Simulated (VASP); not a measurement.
# GaAs (I-4m2) in VASP: further runs

One crystal, GaAs, is run at these levels: r2SCAN, PBE; tasks: electric field gradients.

Everything below comes from runs of VASP 6.6.1. Logs are shortened: lines on timing, memory, paths and dates and some standing lists are left out, and cuts for length are marked.

## 1. Starting point

The structure is tetragonal, space group I-4m2 (No. 119). The conventional cell has a = 4.007 Å, b = 4.007 Å, c = 5.625 Å, α = 90.00°, β = 90.00°, γ = 90.00°. Ga (site symmetry -4m2) is surrounded by 4 As at 2.45 Å. As (site symmetry -4m2) has 4 Ga at 2.45 Å as nearest neighbours.

The cell was built by a generator and isn't the measured one.

## 2. Electric field gradients, r2SCAN

File INCAR:

```
ALGO     = Normal         # electronic algorithm
EDIFF    = 1E-8           # SCF threshold, eV
ENCUT    = 600            # plane-wave cutoff, eV
ISIF     = 2              # what is computed and relaxed
ISMEAR   = 0              # smearing method
LASPH    = T              # aspherical terms in the spheres
LCHARG   = F              # write CHGCAR
LEFG     = T            
LMIXTAU  = T            
LREAL    = F              # projectors in reciprocal space
LWAVE    = F              # write WAVECAR
METAGGA  = R2SCAN         # meta-GGA
NELM     = 80             # most SCF steps
PREC     = Accurate       # precision mode
SIGMA    = 0.02           # smearing width, eV
```

File KPOINTS:

```
k-points
0
Gamma
  12 12 12
```

File POSCAR:

```
GaAs
1.0
    0.0000000000      2.8335662500      2.8123675000
    2.8335662500      0.0000000000      2.8123675000
    2.8335662500      2.8335662500      0.0000000000
Ga As
1 1
Direct
    0.0000000000      0.0000000000      0.0000000000
    0.2500000000      0.2500000000      0.2500000000
```

Potentials or basis: VASP PAW PBE potentials, release 64 (Ga_d, As).

Command:

```console
$ cat potpaw_PBE.64/Ga_d/POTCAR potpaw_PBE.64/As/POTCAR > POTCAR
$ mpirun -np 1 vasp_std > vasp.out
```

OUTCAR:

```text
EDIFF = 1E-8
   ENCUT = 600
   ISIF = 2
   ISMEAR = 0
   LASPH = T
   LREAL = F
   METAGGA = R2SCAN
   NELM = 80
   PREC = Accurate

 ion  position               nearest neighbor table
   1  0.000  0.000  0.000-   2 2.45   2 2.45   2 2.45   2 2.45
   2  0.250  0.250  0.250-   1 2.45   1 2.45   1 2.45   1 2.45

  LATTYP: Found a body centered tetragonal cell.
 ALAT       =     4.0072678206
 C/A-ratio  =     1.4036334110

  Lattice vectors:

 A1 = (   0.0000000000,  -2.8335662500,  -2.8123675000)
 A2 = (   0.0000000000,   2.8335662500,  -2.8123675000)
 A3 = (   2.8335662500,   0.0000000000,   2.8123675000)

Analysis of symmetry for initial positions (statically):
=====================================================================
 Subroutine PRICEL returns:
 Original cell was already a primitive cell.

 Routine SETGRP: Setting up the symmetry group for a
 body centered tetragonal supercell.

 Subroutine GETGRP returns: Found  8 space group operations
 (whereof  8 operations were pure point group operations)
 out of a pool of 16 trial point group operations.

The static configuration has the point symmetry D_2d.

Analysis of symmetry for dynamics (positions and initial velocities):
=====================================================================
 Subroutine PRICEL returns:
 Original cell was already a primitive cell.

 Routine SETGRP: Setting up the symmetry group for a
 body centered tetragonal supercell.

 Subroutine GETGRP returns: Found  8 space group operations
 (whereof  8 operations were pure point group operations)
 out of a pool of 16 trial point group operations.

The dynamic configuration has the point symmetry D_2d.

 Subroutine INISYM returns: Found  8 space group operations
 (whereof  8 operations are pure point group operations),
 and found     1 'primitive' translations

----------------------------------------------------------------------------------------

                                     Primitive cell

  volume of cell :      45.1615

  direct lattice vectors                    reciprocal lattice vectors
     0.000000000  2.833566250  2.812367500    -0.176456083  0.176456083  0.177786153
     2.833566250  0.000000000  2.812367500     0.176456083 -0.176456083  0.177786153
     2.833566250  2.833566250  0.000000000     0.176456083  0.176456083 -0.177786153

  length of vectors
     3.992306182  3.992306182  4.007267821     0.306400742  0.306400742  0.306400742

  position of ions in fractional coordinates (direct lattice)
     0.000000000  0.000000000  0.000000000
     0.250000000  0.250000000  0.250000000

  ion indices of the primitive-cell ions
   primitive index   ion index
                 1           1
                 2           2

----------------------------------------------------------------------------------------

 KPOINTS: k-points

Automatic generation of k-mesh.
 Grid dimensions read from file:
 generate k-points for:   12   12   12

 Generating k-lattice:

  Cartesian coordinates                     Fractional coordinates (reciprocal lattice)
    -0.014704674  0.014704674  0.014815513     0.083333333  0.000000000  0.000000000
     0.014704674 -0.014704674  0.014815513     0.000000000  0.083333333  0.000000000
     0.014704674  0.014704674 -0.014815513     0.000000000  0.000000000  0.083333333

  Length of vectors
     0.025533395  0.025533395  0.025533395

  Shift w.r.t. Gamma in fractional coordinates (k-lattice)
     0.000000000  0.000000000  0.000000000

 Subroutine IBZKPT returns following result:
 ===========================================

 Found    163 irreducible k-points:

 Following reciprocal coordinates:
            Coordinates               Weight
[... 33 lines left out ...]
 SYSTEM =  unknown system
   PREC   = accura    normal or accurate (medium, high low for compatibility)
   ISTART =      0    job   : 0-new  1-cont  2-samecut
   ICHARG =      2    charge: 1-file 2-atom 10-const
   ISPIN  =      1    spin polarized calculation?
   LNONCOLLINEAR =      F non collinear calculations
   LSORBIT =      F    spin-orbit coupling
   LASPH  =      T    aspherical Exc in radial PAW
   ENCUT  =  600.0 eV  44.10 Ry    6.64 a.u.   7.97  7.97  8.00*2*pi/ulx,y,z
   NELM   =     80;   NELMIN=  2; NELMDL= -5     # of ELM steps
   EDIFF  = 0.1E-07   stopping-criterion for ELM
   LREAL  =      F    real-space projection
   EDIFFG = 0.1E-06   stopping-criterion for IOM
   NSW    =      0    number of steps for IOM
   IBRION =     -1    ionic relax: 0-MD 1-quasi-New 2-CG
   NFREE  =      0    steps in history (QN), initial steepest desc. (CG)
   ISIF   =      2    stress and relaxation
   ISYM   =      2    0-nonsym 1-usesym 2-fastsym
   POTIM  = 0.5000    time-step for ionic-motion
   TEBEG  =    0.0;   TEEND  =   0.0 temperature during run
   PSTRESS=    0.0 pullay stress
   NELECT =      18.0000    total number of electrons
   NUPDOWN=      -1.0000    fix difference up-down
   EMIN   =  10.00;   EMAX   =-10.00  energy-range for DOS
   EFERMI =   0.00;   METHOD = LEGACY
   ISMEAR =     0;   SIGMA  =   0.02  broadening in eV -4-tet -1-fermi 0-gaus
   EFERMI_NEDOS =   21; number of points for ismear=-14 and -15
   IALGO  =     38    algorithm
   IMIX   =      4    mixing-type and parameters
     AMIX     =   0.40;   BMIX     =  1.00
     AMIX_MAG =   1.60;   BMIX_MAG =  1.00
  volume/ion in A,a.u.               =      22.58       152.38
  Fermi-wavevector in a.u.,A,eV,Ry     =   1.204785  2.276713 19.748936  1.451506
  Thomas-Fermi vector in A             =   2.340500
   LORBIT       =      0    0 simple, 1 ext, 2 COOP (PROOUT), +10 PAW based schemes
   METAGGA = R2SCAN    functional components
   LHFCALC =     F    Hartree Fock is set to
   AEXX    =    0.0000 exact exchange contribution
   IVDW    =     0    specifies the selected vdW correction
   LEPSILON=     F    determine dielectric tensor
   LRPA    =     F    only Hartree local field effects (RPA)
 non-spin polarized calculation
 Gauss-broadening in eV      SIGMA  =   0.02
  energy-cutoff  :      600.00
  volume of cell :       45.16
 maximum number of plane-waves:      1524
   NGX = 15   NGY = 15   NGZ = 17

 number of electron      18.0000010 magnetization

 Free energy of the ion-electron system (eV)
  ---------------------------------------------------
  ext. energy  EPLUGINS =         0.00000000
  ---------------------------------------------------
  free energy    TOTEN  =       -27.05650952 eV

  energy without entropy =      -27.05650952  energy(sigma->0) =      -27.05650952

 E-fermi :   3.8564     XC(G=0): -10.2579

 val. band max:        3.7112896089   @ k =   0.0000   0.0000   0.0000
 cond. band min:       4.6804451915   @ k =   0.0000   0.0000   0.0000
 fundamental gap:      0.9691555826
 Fermi energy:         3.8563576434

 k-point     1 :       0.0000    0.0000    0.0000
  band No.  band energies     occupation
      1     -11.5544      2.00000
      2     -11.5544      2.00000
      3     -11.5525      2.00000
      4     -11.4644      2.00000
      5     -11.4632      2.00000
      6      -9.5319      2.00000
      7       3.6667      2.00000
      8       3.6668      2.00000
      9       3.7113      2.00000
     10       4.6804      0.00000
     11       7.7083      0.00000
     12       7.7307      0.00000
     13       7.7308      0.00000
[... 354 lines left out ...]
  band No.  band energies     occupation
      1     -11.6475      2.00000
      2     -11.5274      2.00000
      3     -11.5254      2.00000
      4     -11.4658      2.00000
      5     -11.4599      2.00000
      6      -7.4809      2.00000
      7      -2.9666      2.00000
      8       0.8296      2.00000
      9       2.1188      2.00000
     10       6.3531      0.00000
     11       8.6492      0.00000
     12       9.6013      0.00000
     13      12.1755      0.00000

 [... further k-points ...]

------------------------ aborting loop because EDIFF is reached ----------------------------------------

  FORCE on cell =-STRESS in cart. coord.  units (eV):
  Direction    XX          YY          ZZ          XY          YZ          ZX
  --------------------------------------------------------------------------------------
  -------------------------------------------------------------------------------------
  Total        0.1271449      0.1271449      0.2689602      0.0000000      0.0000000      0.0000000
  in kB        4.5106650      4.5106650      9.5417900      0.0000000      0.0000000      0.0000000
  external PRESSURE =       6.1877067 kB  Pullay stress =       0.0000000 kB

 VOLUME and BASIS-vectors are now :
 -----------------------------------------------------------------------------
  energy-cutoff  :      600.00
  volume of cell :       45.16
      direct lattice vectors                 reciprocal lattice vectors
     0.000000000  2.833566250  2.812367500    -0.176456083  0.176456083  0.177786153
     2.833566250  0.000000000  2.812367500     0.176456083 -0.176456083  0.177786153
     2.833566250  2.833566250  0.000000000     0.176456083  0.176456083 -0.177786153

 POSITION                                       TOTAL-FORCE (eV/Angst)
 -----------------------------------------------------------------------------------
      0.00000      0.00000      0.00000        -0.000000     -0.000000     -0.000000
      1.41678      1.41678      1.40618         0.000000      0.000000      0.000000
 -----------------------------------------------------------------------------------
    total drift:                                0.000008      0.000008      0.000010

  FREE ENERGIE OF THE ION-ELECTRON SYSTEM (eV)
  ---------------------------------------------------
  free  energy   TOTEN  =       -27.0565095235 eV

  energy  without entropy=      -27.0565095235  energy(sigma->0) =      -27.05650952

 Electric field gradients (V/A^2)
---------------------------------------------------------------------
 ion       V_xx      V_yy      V_zz      V_xy      V_xz      V_yz
---------------------------------------------------------------------
   1      -0.628    -0.628     1.256     0.003     0.003     0.003
   2       0.940     0.940    -1.879    -0.000    -0.000    -0.000
---------------------------------------------------------------------

 Electric field gradients after diagonalization (V/A^2)
 (convention: |V_zz| > |V_xx| > |V_yy|)
----------------------------------------------------------------------
 ion       V_xx      V_yy      V_zz     asymmetry (V_yy - V_xx)/ V_zz
----------------------------------------------------------------------
   1      -0.631    -0.626     1.256       0.004
   2       0.940     0.940    -1.879       0.000
----------------------------------------------------------------------

           NMR quadrupolar parameters

 Cq : quadrupolar parameter    Cq=e*Q*V_zz/h
 eta: asymmetry parameters     (V_yy - V_xx)/ V_zz
 Q  : nuclear electric quadrupole moment in mb (millibarn)
----------------------------------------------------------------------
 ion       Cq(MHz)       eta       Q (mb)
----------------------------------------------------------------------
   1       0.003       0.004       1.000
   2      -0.005       0.000       1.000
----------------------------------------------------------------------
```

Wall time 4.1 min (1 thread of Intel Xeon Platinum 8488C (Sapphire Rapids), shared host); peak memory 0.29 GiB.

What came out:

```
Free energy            : -27.0565 eV
Pressure               : 0.6 GPa
Band gap on the k mesh : 0.97 eV, direct
```

Stress tensor (GPa, compression positive):
```
0.45 0.00 0.00
0.00 0.45 0.00
0.00 0.00 0.95
```

Levels at points of the mesh, in eV from the valence-band top:
```tsv
k point	band 5	band 6	band 7	band 8	band 9	band 10	band 11	band 12	band 13
(0.00, 0.00, 0.00)	-15.17	-13.24	-0.04	-0.04	0.00	0.97	4.00	4.02	4.02
(0.50, 0.00, 0.00)	-15.17	-11.39	-6.85	-1.25	-1.18	1.33	4.93	4.99	8.27
(0.50, 0.50, 0.00)	-15.16	-10.59	-6.99	-2.84	-2.84	1.69	1.87	10.84	10.84
(0.50, 0.00, 0.50)	-15.16	-10.62	-7.04	-2.79	-2.79	1.74	1.94	10.81	10.85
```

Electric field gradients, principal values (V/Å²):
| atom | Vxx | Vyy | Vzz |
| --- | --- | --- | --- |
| 1 Ga | -0.626 | -0.631 | 1.256 |
| 2 As | 0.940 | 0.940 | -1.879 |

Caveat: the PAW data sets were made with another functional, which shifts forces and pressure a little.

## 3. Electric field gradients, PBE

File INCAR:

```
ALGO     = Fast           # electronic algorithm
EDIFF    = 1E-8           # SCF threshold, eV
ENCUT    = 600            # plane-wave cutoff, eV
GGA      = PE             # functional
ISIF     = 2              # what is computed and relaxed
ISMEAR   = 0              # smearing method
LASPH    = T              # aspherical terms in the spheres
LCHARG   = F              # write CHGCAR
LEFG     = T            
LREAL    = F              # projectors in reciprocal space
LWAVE    = F              # write WAVECAR
NELM     = 80             # most SCF steps
PREC     = Accurate       # precision mode
SIGMA    = 0.02           # smearing width, eV
```

File KPOINTS:

```
k-points
0
Gamma
  8 8 8
```

POSCAR is that of step 2.

Potentials or basis: VASP PAW PBE potentials, release 64 (Ga_d, As).

Command:

```console
$ cat potpaw_PBE.64/Ga_d/POTCAR potpaw_PBE.64/As/POTCAR > POTCAR
$ mpirun -np 1 vasp_std > vasp.out
```

OUTCAR:

```text
EDIFF = 1E-8
   ENCUT = 600
   GGA = PE
   ISIF = 2
   ISMEAR = 0
   LASPH = T
   LREAL = F
   NELM = 80
   PREC = Accurate

 ion  position               nearest neighbor table
   1  0.000  0.000  0.000-   2 2.45   2 2.45   2 2.45   2 2.45
   2  0.250  0.250  0.250-   1 2.45   1 2.45   1 2.45   1 2.45

  LATTYP: Found a body centered tetragonal cell.
 ALAT       =     4.0072678206
 C/A-ratio  =     1.4036334110

  Lattice vectors:

 A1 = (   0.0000000000,  -2.8335662500,  -2.8123675000)
 A2 = (   0.0000000000,   2.8335662500,  -2.8123675000)
[... 599 lines left out ...]
  free  energy   TOTEN  =        -8.2462659295 eV

  energy  without entropy=       -8.2462659295  energy(sigma->0) =       -8.24626593

 Electric field gradients (V/A^2)
---------------------------------------------------------------------
 ion       V_xx      V_yy      V_zz      V_xy      V_xz      V_yz
---------------------------------------------------------------------
   1      -0.602    -0.602     1.203     0.003     0.003     0.003
   2       0.936     0.936    -1.873    -0.000    -0.000    -0.000
---------------------------------------------------------------------

 Electric field gradients after diagonalization (V/A^2)
 (convention: |V_zz| > |V_xx| > |V_yy|)
----------------------------------------------------------------------
 ion       V_xx      V_yy      V_zz     asymmetry (V_yy - V_xx)/ V_zz
----------------------------------------------------------------------
   1      -0.604    -0.599     1.203       0.004
   2       0.936     0.936    -1.873       0.000
----------------------------------------------------------------------

           NMR quadrupolar parameters

 Cq : quadrupolar parameter    Cq=e*Q*V_zz/h
 eta: asymmetry parameters     (V_yy - V_xx)/ V_zz
 Q  : nuclear electric quadrupole moment in mb (millibarn)
----------------------------------------------------------------------
 ion       Cq(MHz)       eta       Q (mb)
----------------------------------------------------------------------
   1       0.003       0.004       1.000
   2      -0.005       0.000       1.000
----------------------------------------------------------------------
```

OSZICAR:

```text
N       E                     dE             d eps       ncg     rms          rms(c)
DAV:   1     0.902832753628E+02    0.90283E+02   -0.10059E+04  1542   0.208E+03
DAV:   2    -0.763413495331E+00   -0.91047E+02   -0.87636E+02  1674   0.365E+02
DAV:   3    -0.826826802029E+01   -0.75049E+01   -0.74658E+01  1914   0.822E+01
DAV:   4    -0.840445577526E+01   -0.13619E+00   -0.13613E+00  1738   0.124E+01
DAV:   5    -0.840685034759E+01   -0.23946E-02   -0.23944E-02  1877   0.145E+00    0.291E+00
RMM:   6    -0.826441298728E+01    0.14244E+00   -0.20115E-01  2132   0.455E+00    0.171E+00
RMM:   7    -0.824550482574E+01    0.18908E-01   -0.10711E-01  2066   0.185E+00    0.595E-01
RMM:   8    -0.824572513100E+01   -0.22031E-03   -0.14228E-02  2182   0.148E+00    0.114E-01
RMM:   9    -0.824612809678E+01   -0.40297E-03   -0.36557E-03  2196   0.674E-01    0.520E-02
RMM:  10    -0.824623323966E+01   -0.10514E-03   -0.48115E-04  2427   0.230E-01    0.240E-02
RMM:  11    -0.824626360788E+01   -0.30368E-04   -0.79366E-05  2180   0.823E-02    0.765E-03
RMM:  12    -0.824626547810E+01   -0.18702E-05   -0.16955E-05  2492   0.361E-02    0.391E-03
RMM:  13    -0.824626579640E+01   -0.31830E-06   -0.23377E-06  2252   0.137E-02    0.856E-04
RMM:  14    -0.824626588686E+01   -0.90461E-07   -0.46806E-07  2423   0.649E-03    0.343E-04
RMM:  15    -0.824626593608E+01   -0.49219E-07   -0.73937E-08  1865   0.273E-03    0.441E-04
RMM:  16    -0.824626592953E+01    0.65493E-08   -0.19096E-08  1519   0.180E-03
   1 F= -.82462659E+01 E0= -.82462659E+01  d E =-.882597E-20
```

Run time: 25 s. Hardware: 1 thread of Intel Xeon Platinum 8488C (Sapphire Rapids), shared host; peak memory 0.2 GiB.

Results:

* Free energy: -8.2463 eV
* Pressure: 3.5 GPa
* Band gap on the k mesh: 0.49 eV, direct

Stress tensor (GPa, compression positive):
```
3.33 0.00 0.00
0.00 3.33 0.00
0.00 0.00 3.77
```

Electric field gradients, principal values (V/Å²):
| atom | Vxx | Vyy | Vzz |
| --- | --- | --- | --- |
| 1 Ga | -0.599 | -0.604 | 1.203 |
| 2 As | 0.936 | 0.936 | -1.873 |

A k mesh can miss the band edges. Expect the measured gap to be larger: semilocal functionals such as PBE lack the derivative discontinuity.

(Part 1 of 2 ends here.)
